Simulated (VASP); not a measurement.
# WS2 (P6_3/mmc) in VASP: single point with PBE+D3(BJ)

Aim: the single point of WS2 with PBE+D3(BJ).

Program: VASP 6.6.1. These are calculated values, not measurements. Logs are shortened: lines on timing, memory, paths and dates and some standing lists are left out, and cuts for length are marked.

## 1. The cell of the first run

Symmetry: P6_3/mmc, No. 194, hexagonal system. The conventional cell has a = 3.154 Å, b = 3.154 Å, c = 12.141 Å, α = 90.00°, β = 90.00°, γ = 120.00°. W (site symmetry -6m2) is surrounded by 6 S at 2.41 Å. S (site symmetry 3m) is surrounded by 3 W at 2.41 Å.

The cell was built by a generator and needn't be a form met in nature.

## 2. Single point, PBE+D3(BJ)

Contents of INCAR:

```
PREC     = Accurate       # precision mode
ENCUT    = 520            # plane-wave cutoff, eV
EDIFF    = 1E-6           # SCF threshold, eV
ISMEAR   = 0              # smearing method
SIGMA    = 0.02           # smearing width, eV
LREAL    = F              # projectors in reciprocal space
LASPH    = T              # aspherical terms in the spheres
NELM     = 100            # most SCF steps
ALGO     = Fast           # electronic algorithm
ISIF     = 2              # what is computed and relaxed
LWAVE    = F              # write WAVECAR
LCHARG   = F              # write CHGCAR
GGA      = PE             # functional
IVDW     = 12             # dispersion correction
NBANDS   = 35             # bands
```

Contents of KPOINTS:

```
Automatic mesh
0
Gamma
  12 12 4
```

Contents of POSCAR:

```
WS2
1.0
    3.1540974956      0.0000000029      0.0000000000
   -1.5770487503      2.7315285558      0.0000000000
    0.0000000000      0.0000000000     12.1405496618
W S
2 4
Direct
    0.3333333333      0.6666666667      0.2500000000
    0.6666666667      0.3333333333      0.7500000000
    0.3333333333      0.6666666667      0.6202943474
    0.6666666667      0.3333333333      0.1202943474
    0.3333333333      0.6666666667      0.8797056526
    0.6666666667      0.3333333333      0.3797056526
```

Potentials or basis: VASP PAW PBE potentials, release 64 (W_sv, S).

Started as:

```
$ cat potpaw_PBE.64/W_sv/POTCAR potpaw_PBE.64/S/POTCAR > POTCAR
$ mpirun -np 1 vasp_std > vasp.out
```

OUTCAR:

```text
PREC = Accurate
   ENCUT = 520
   EDIFF = 1E-6
   ISMEAR = 0
   LREAL = F
   LASPH = T
   NELM = 100
   ISIF = 2
   GGA = PE
   IVDW = 12
 IVDW          = 12

 ion  position               nearest neighbor table
   1  0.333  0.667  0.250-   4 2.41   6 2.41   4 2.41   6 2.41   4 2.41   6 2.41
   2  0.667  0.333  0.750-   3 2.41   5 2.41   3 2.41   5 2.41   3 2.41   5 2.41
   3  0.333  0.667  0.620-   2 2.41   2 2.41   2 2.41
   4  0.667  0.333  0.120-   1 2.41   1 2.41   1 2.41
   5  0.333  0.667  0.880-   2 2.41   2 2.41   2 2.41
   6  0.667  0.333  0.380-   1 2.41   1 2.41   1 2.41

  LATTYP: Found a hexagonal cell.
 ALAT       =     3.1540974956
 C/A-ratio  =     3.8491358237

  Lattice vectors:

 A1 = (   3.1540974956,   0.0000000029,   0.0000000000)
 A2 = (  -1.5770487503,   2.7315285558,   0.0000000000)
 A3 = (   0.0000000000,   0.0000000000,  12.1405496618)

Analysis of symmetry for initial positions (statically):
=====================================================================
 Subroutine PRICEL returns:
 Original cell was already a primitive cell.

 Routine SETGRP: Setting up the symmetry group for a
 hexagonal supercell.

 Subroutine GETGRP returns: Found 24 space group operations
 (whereof 12 operations were pure point group operations)
 out of a pool of 24 trial point group operations.

The static configuration has the point symmetry D_3d.
 The point group associated with its full space group is D_6h.

Analysis of symmetry for dynamics (positions and initial velocities):
=====================================================================
 Subroutine PRICEL returns:
 Original cell was already a primitive cell.

 Routine SETGRP: Setting up the symmetry group for a
 hexagonal supercell.

 Subroutine GETGRP returns: Found 24 space group operations
 (whereof 12 operations were pure point group operations)
 out of a pool of 24 trial point group operations.

The dynamic configuration has the point symmetry D_3d.
 The point group associated with its full space group is D_6h.

 Subroutine INISYM returns: Found 24 space group operations
 (whereof 12 operations are pure point group operations),
 and found     1 'primitive' translations

----------------------------------------------------------------------------------------

                                     Primitive cell

  volume of cell :     104.5970

  direct lattice vectors                    reciprocal lattice vectors
     3.154097496  0.000000003  0.000000000     0.317047904  0.183047693  0.000000000
    -1.577048750  2.731528556  0.000000000    -0.000000000  0.366095385  0.000000000
     0.000000000  0.000000000 12.140549662     0.000000000  0.000000000  0.082368594

  length of vectors
     3.154097496  3.154097496 12.140549662     0.366095385  0.366095385  0.082368594

  position of ions in fractional coordinates (direct lattice)
     0.333333333  0.666666667  0.250000000
     0.666666667  0.333333333  0.750000000
     0.333333333  0.666666667  0.620294347
     0.666666667  0.333333333  0.120294347
     0.333333333  0.666666667  0.879705653
     0.666666667  0.333333333  0.379705653

  ion indices of the primitive-cell ions
   primitive index   ion index
                 1           1
                 2           2
                 3           3
                 4           4
                 5           5
                 6           6

----------------------------------------------------------------------------------------

 KPOINTS: Automatic mesh

Automatic generation of k-mesh.
 Grid dimensions read from file:
 generate k-points for:   12   12    4

 Generating k-lattice:

  Cartesian coordinates                     Fractional coordinates (reciprocal lattice)
     0.026420659  0.015253974  0.000000000     0.083333333 -0.000000000  0.000000000
    -0.000000000  0.030507949  0.000000000     0.000000000  0.083333333  0.000000000
     0.000000000  0.000000000  0.020592148     0.000000000  0.000000000  0.250000000

  Length of vectors
     0.030507949  0.030507949  0.020592148

  Shift w.r.t. Gamma in fractional coordinates (k-lattice)
     0.000000000  0.000000000  0.000000000

 Subroutine IBZKPT returns following result:
 ===========================================

 Found     57 irreducible k-points:

 Following reciprocal coordinates:
            Coordinates               Weight
  0.000000  0.000000  0.000000      1.000000
  0.083333  0.000000  0.000000      6.000000
  0.166667  0.000000  0.000000      6.000000
  0.250000  0.000000  0.000000      6.000000
  0.333333 -0.000000  0.000000      6.000000
  0.416667 -0.000000  0.000000      6.000000
[... 16 lines left out ...]
  0.250000  0.000000  0.250000     12.000000
  0.333333 -0.000000  0.250000     12.000000
 [... further k-points ...]
   k-points           NKPTS =     57   k-points in BZ     NKDIM =     57   number of bands    NBANDS=     35
   number of dos      NEDOS =    301   number of ions     NIONS =      6
   total plane-waves  NPLWV =  51840
   dimension x,y,z NGX =    24 NGY =   24 NGZ =   90
   dimension x,y,z NGXF=    48 NGYF=   48 NGZF=  180
   ions per type =               2   4
   NGX,Y,Z   is equivalent  to a cutoff of  12.65, 12.65, 12.32 a.u.
   NGXF,Y,Z  is equivalent  to a cutoff of  25.30, 25.30, 24.65 a.u.
 SYSTEM =  unknown system
   PREC   = accura    normal or accurate (medium, high low for compatibility)
   ISTART =      0    job   : 0-new  1-cont  2-samecut
   ICHARG =      2    charge: 1-file 2-atom 10-const
   ISPIN  =      1    spin polarized calculation?
   LNONCOLLINEAR =      F non collinear calculations
   LSORBIT =      F    spin-orbit coupling
   LASPH  =      T    aspherical Exc in radial PAW
   ENCUT  =  520.0 eV  38.22 Ry    6.18 a.u.   5.86  5.86 22.57*2*pi/ulx,y,z
   NELM   =    100;   NELMIN=  2; NELMDL= -5     # of ELM steps
   EDIFF  = 0.1E-05   stopping-criterion for ELM
   LREAL  =      F    real-space projection
   EDIFFG = 0.1E-04   stopping-criterion for IOM
   NSW    =      0    number of steps for IOM
   IBRION =     -1    ionic relax: 0-MD 1-quasi-New 2-CG
   NFREE  =      0    steps in history (QN), initial steepest desc. (CG)
   ISIF   =      2    stress and relaxation
   ISYM   =      2    0-nonsym 1-usesym 2-fastsym
   POTIM  = 0.5000    time-step for ionic-motion
   TEBEG  =    0.0;   TEEND  =   0.0 temperature during run
   PSTRESS=    0.0 pullay stress
   NELECT =      52.0000    total number of electrons
   NUPDOWN=      -1.0000    fix difference up-down
   EMIN   =  10.00;   EMAX   =-10.00  energy-range for DOS
   EFERMI =   0.00;   METHOD = LEGACY
   ISMEAR =     0;   SIGMA  =   0.02  broadening in eV -4-tet -1-fermi 0-gaus
   EFERMI_NEDOS =   21; number of points for ismear=-14 and -15
   IALGO  =     68    algorithm
   IMIX   =      4    mixing-type and parameters
     AMIX     =   0.40;   BMIX     =  1.00
     AMIX_MAG =   1.60;   BMIX_MAG =  1.00
  volume/ion in A,a.u.               =      17.43       117.64
  Fermi-wavevector in a.u.,A,eV,Ry     =   1.296889  2.450765 22.883933  1.681922
  Thomas-Fermi vector in A             =   2.428317
   LORBIT       =      0    0 simple, 1 ext, 2 COOP (PROOUT), +10 PAW based schemes
   GGA     = PE    functional components
   LHFCALC =     F    Hartree Fock is set to
   AEXX    =    0.0000 exact exchange contribution
   IVDW    =    12    specifies the selected vdW correction
   LEPSILON=     F    determine dielectric tensor
   LRPA    =     F    only Hartree local field effects (RPA)
 non-spin polarized calculation
 RMM-DIIS sequential band-by-band and
 Gauss-broadening in eV      SIGMA  =   0.02
  energy-cutoff  :      520.00
  volume of cell :      104.60
 maximum number of plane-waves:      2841
 NGX is ok and might be reduce to    24
   NGX = 11   NGY = 11   NGZ = 45

 number of electron      51.9999998 magnetization

 Free energy of the ion-electron system (eV)
  ---------------------------------------------------
  ext. energy  EPLUGINS =         0.00000000
  ---------------------------------------------------
  free energy    TOTEN  =       -47.18915044 eV

  energy without entropy =      -47.18915044  energy(sigma->0) =      -47.18915044

 E-fermi :   7.9627     XC(G=0): -11.0785

 val. band max:        7.7312478191   @ k =   0.0000   0.0000   0.0000
 cond. band min:       8.6376936649   @ k =   0.1667   0.1667   0.0000
 fundamental gap:      0.9064458458
 Fermi energy:         7.9626924656

 k-point     1 :       0.0000    0.0000    0.0000
  band No.  band energies     occupation
      1     -66.9186      2.00000
      2     -66.9186      2.00000
      3     -31.1761      2.00000
      4     -31.1760      2.00000
      5     -30.9980      2.00000
      6     -30.9980      2.00000
[... 27 lines left out ...]
     34      10.2435      0.00000
     35      12.4990      0.00000

 k-point     2 :       0.0833    0.0000    0.0000
  band No.  band energies     occupation
      1     -66.9173      2.00000
      2     -66.9173      2.00000
      3     -31.1716      2.00000
      4     -31.1715      2.00000
      5     -31.0231      2.00000
      6     -31.0231      2.00000
[... 27 lines left out ...]
     34      10.2485      0.00000
     35      13.0449      0.00000

 k-point     3 :       0.1667    0.0000    0.0000
  band No.  band energies     occupation
      1     -66.9139      2.00000
      2     -66.9138      2.00000
      3     -31.1592      2.00000
      4     -31.1592      2.00000
      5     -31.0910      2.00000
      6     -31.0910      2.00000
[... 27 lines left out ...]
     34      10.7914      0.00000
     35      14.3941      0.00000

 k-point     4 :       0.2500    0.0000    0.0000
  band No.  band energies     occupation
      1     -66.9091      2.00000
      2     -66.9091      2.00000
      3     -31.1825      2.00000
      4     -31.1825      2.00000
      5     -31.1423      2.00000
      6     -31.1423      2.00000
[... 27 lines left out ...]
     34      11.3636      0.00000
     35      14.5295      0.00000

 k-point     5 :       0.3333   -0.0000    0.0000
  band No.  band energies     occupation
      1     -66.9043      2.00000
      2     -66.9043      2.00000
      3     -31.2725      2.00000
      4     -31.2725      2.00000
      5     -31.1253      2.00000
      6     -31.1253      2.00000
[... 638 lines left out ...]
 k-point    22 :       0.1667    0.0000    0.2500
  band No.  band energies     occupation
      1     -66.9138      2.00000
      2     -66.9138      2.00000
      3     -31.1592      2.00000
      4     -31.1592      2.00000
      5     -31.0910      2.00000
      6     -31.0910      2.00000
[... 27 lines left out ...]
     34      10.7743      0.00000
     35      14.1579      0.00000

 k-point    23 :       0.2500    0.0000    0.2500
  band No.  band energies     occupation
      1     -66.9091      2.00000
      2     -66.9091      2.00000
      3     -31.1825      2.00000
      4     -31.1825      2.00000
      5     -31.1423      2.00000
      6     -31.1423      2.00000
[... 27 lines left out ...]
     34      11.3260      0.00000
     35      14.3960      0.00000

 k-point    24 :       0.3333   -0.0000    0.2500
  band No.  band energies     occupation
      1     -66.9044      2.00000
      2     -66.9043      2.00000
      3     -31.2725      2.00000
      4     -31.2725      2.00000
      5     -31.1253      2.00000
      6     -31.1253      2.00000
[... 27 lines left out ...]
     34      11.7306      0.00000
     35      13.4719      0.00000

 [... further k-points ...]

------------------------ aborting loop because EDIFF is reached ----------------------------------------

 Edisp (eV)   -2.61082

 E8    (eV) :    -1.0972

  FORCE on cell =-STRESS in cart. coord.  units (eV):
  Direction    XX          YY          ZZ          XY          YZ          ZX
  --------------------------------------------------------------------------------------
  -------------------------------------------------------------------------------------
  Total      -0.02178    -0.02178    -0.02126    -0.00000     0.00000     0.00000
  in kB      -0.33357    -0.33357    -0.32564    -0.00000     0.00000     0.00000
  external pressure =       -0.33 kB  Pullay stress =        0.00 kB

 VOLUME and BASIS-vectors are now :
 -----------------------------------------------------------------------------
  energy-cutoff  :      520.00
  volume of cell :      104.60
      direct lattice vectors                 reciprocal lattice vectors
     3.154097496  0.000000003  0.000000000     0.317047904  0.183047693  0.000000000
    -1.577048750  2.731528556  0.000000000    -0.000000000  0.366095385  0.000000000
     0.000000000  0.000000000 12.140549662     0.000000000  0.000000000  0.082368594

 POSITION                                       TOTAL-FORCE (eV/Angst)
 -----------------------------------------------------------------------------------
     -0.00000      1.82102      3.03514        -0.000000      0.000000     -0.000000
      1.57705      0.91051      9.10541         0.000000     -0.000000     -0.000000
     -0.00000      1.82102      7.53071         0.000000      0.000000     -0.004289
      1.57705      0.91051      1.46044        -0.000000      0.000000     -0.004289
     -0.00000      1.82102     10.68011         0.000000     -0.000000      0.004289
      1.57705      0.91051      4.60984        -0.000000     -0.000000      0.004289
 -----------------------------------------------------------------------------------
    total drift:                               -0.000000      0.000000     -0.000000

  FREE ENERGIE OF THE ION-ELECTRON SYSTEM (eV)
  ---------------------------------------------------
  free  energy   TOTEN  =       -49.7999657751 eV

  energy  without entropy=      -49.7999657751  energy(sigma->0) =      -49.79996578
```

It took 4.8 min on 1 thread of Intel Xeon Platinum 8375C at 2.90GHz (Ice Lake), shared host; peak memory 0.33 GiB.

Results:

| Quantity | Value |
| --- | --- |
| Free energy | -49.8000 eV |
| Pressure | 0.0 GPa |
| Largest force | 0.004 eV/Å |
| Band gap on the k mesh | 0.91 eV, indirect (least direct gap 1.83 eV) |
| Dispersion energy per atom | -0.435 eV |

Forces in eV/Å, atoms in the order of the input:
```
W    0.000  0.000  0.000
W    0.000  0.000  0.000
S    0.000  0.000 -0.004
S    0.000  0.000 -0.004
S    0.000  0.000  0.004
S    0.000  0.000  0.004
```

Caveat: spin-orbit coupling is left out, which moves the levels of the heavy elements. A k mesh can miss the band edges.
